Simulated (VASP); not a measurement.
Set up this calculation in VASP 6.6.1, as the native input.

| Item | Value |
| --- | --- |
| Task | relaxation of cell and atoms |
| Functional | LDA |
| Potentials or basis | VASP PAW LDA potentials, release 64 (Ti_sv, C) |
| Cutoff | 600 eV |
| k mesh | 16 × 16 × 16 |
| Occupations | methfessel-paxton, width 0.1 eV |
| Spin | no spin polarisation |
| Further INCAR settings | ALGO = Fast; EDIFF = 1e-06; IBRION = 2; EDIFFG = -0.005; NSW = 40; ISIF = 3 |

The structure of TiC lies in POSCAR:

```
TiC
1.0
    0.0000000000      2.1500000000      2.1500000000
    2.1500000000      0.0000000000      2.1500000000
    2.1500000000      2.1500000000      0.0000000000
Ti C
1 1
Direct
    0.0000000000      0.0000000000      0.0000000000
    0.5000000000      0.5000000000      0.5000000000
```

The cell was built by a generator and needn't be a form met in nature.

One way to write it, as run:

INCAR

```
SYSTEM = TiC
  ALGO = Fast
  EDIFF = 1E-6
  EDIFFG = -0.005
  ENCUT = 600
  GGA = CA
  IBRION = 2
  ISIF = 3
  ISMEAR = 1
  LASPH = .TRUE.
  LCHARG = .FALSE.
  LREAL = .FALSE.
  LWAVE = .FALSE.
  NELM = 120
  NSW = 40
  PREC = Accurate
  SIGMA = 0.1
```

KPOINTS

```
k-points
0
G
  16 16 16
  0 0 0
```

Potentials or basis: VASP PAW LDA potentials, release 64 (Ti_sv, C).

The run is started by

```sh
$ cat potpaw_LDA.64/Ti_sv/POTCAR potpaw_LDA.64/C/POTCAR > POTCAR
$ mpirun -np 1 vasp_std > vasp.out
```

It gave:

```yaml
Relaxed_volume: 9.69 Å³/atom
Relaxed_cell: a = 3.015 Å, b = 3.015 Å, c = 3.015 Å, α = 60.00°, β = 60.00°, γ = 60.00°
Space_group_after_relaxing_to_0.05_Å: Fm-3m (No. 225)
Energy_gained_by_relaxing: 5.4 meV/atom
Ionic_steps: 4
Pressure_after_relaxing: 0.0 GPa
Band_gap_on_the_k_mesh: none (metal or under the smearing width)
```

Run time: 74 s on 1 thread of Intel(R) Xeon(R) 6975P-C (Granite Rapids) (shared host), peak memory 0.17 GiB.
